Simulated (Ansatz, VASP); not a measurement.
**One calculation of Li2S, two programs**

Contents of POSCAR:

```
Li2S
1.0
    0.0000000000      2.8526849131      2.8526849131
    2.8526849131      0.0000000000      2.8526849131
    2.8526849131      2.8526849131      0.0000000000
Li S
2 1
Direct
    0.7500000000      0.7500000000      0.7500000000
    0.2500000000      0.2500000000      0.2500000000
    0.0000000000      0.0000000000      0.0000000000
```

The input INCAR.step1:

```
SYSTEM = Li2S
PREC = Accurate ; ENCUT = 520
ISMEAR = 0 ; SIGMA = 0.02
LREAL = .FALSE. ; LASPH = .TRUE.
NELM = 100 ; NBANDS = 13
GGA = PE ; ALGO = Normal
EDIFF = 1E-4 ; LWAVE = .TRUE.
LCHARG = .FALSE.
```

File INCAR.step2:

```
SYSTEM = Li2S
PREC = Accurate ; ENCUT = 520
EDIFF = 1E-6 ; ISMEAR = 0
SIGMA = 0.02 ; LREAL = .FALSE.
LASPH = .TRUE. ; NELM = 100
ALGO = Normal ; ISIF = 2
LWAVE = .FALSE. ; LCHARG = .FALSE.
METAGGA = R2SCAN ; LMIXTAU = .TRUE.
NBANDS = 13 ; ISTART = 1
```

Contents of KPOINTS:

```
regular mesh
0
G
  8 8 8
  0 0 0
```

Input for Ansatz:

```yaml
crystal:
  lattice:
    - [0.0, 2.8526849131, 2.8526849131]
    - [2.8526849131, 0.0, 2.8526849131]
    - [2.8526849131, 2.8526849131, 0.0]
  atoms:
    - { symbol: Li, position: [0.75, 0.75, 0.75] }
    - { symbol: Li, position: [0.25, 0.25, 0.25] }
    - { symbol: S, position: [0.0, 0.0, 0.0] }
basis:
  ecutwfc: 500
kpoints:
  mp_grid: { grid: [8, 8, 8] }
  band_path:
    path:
      - [[0.0, 0.0, 0.0], [0.5, 0.0, 0.5], [0.625, 0.25, 0.625]]
      - [[0.375, 0.375, 0.75], [0.0, 0.0, 0.0], [0.5, 0.5, 0.5], [0.5, 0.25, 0.75], [0.5, 0.0, 0.5]]
    npoints: 10
hamiltonian:
  xc: r2scan
  pseudopotentials: { kind: paw }
scf:
  occupations: { method: gaussian, width: 0.02 }
  n_extra_bands: 7
output:
  forces: true
  stress: true
  eigenvalues: true
  write_density: true
  write_potential: true
  elf: true
  volumetric_format: npy
```

Alike in both runs: task single point; functional r2SCAN; k mesh 8 × 8 × 8; occupations gaussian, width 0.02 eV; no spin polarisation.

|  | VASP | Ansatz |
| --- | --- | --- |
| version | VASP 6.6.1 | Ansatz 0.2.0 |
| potentials or method | VASP PAW PBE potentials, release 64 (Li_sv, S) | scalar-relativistic, plane waves, PAW |
| plane-wave cutoff (eV) | 520 | 500 |
| valence electrons in the cell | 12 | 12 |

```csv
,VASP,Ansatz,Ansatz less VASP
gap on the k mesh at the Fermi level (eV),3.86,3.88,+0.016
least direct gap on the mesh (eV),5.01,4.92,-0.095
```

The functional is the same, so the differences come from potentials, cutoffs and numerics.

 A k mesh can miss the band edges. r2SCAN opens gaps a little over a GGA but as a rule still falls short of measured ones.
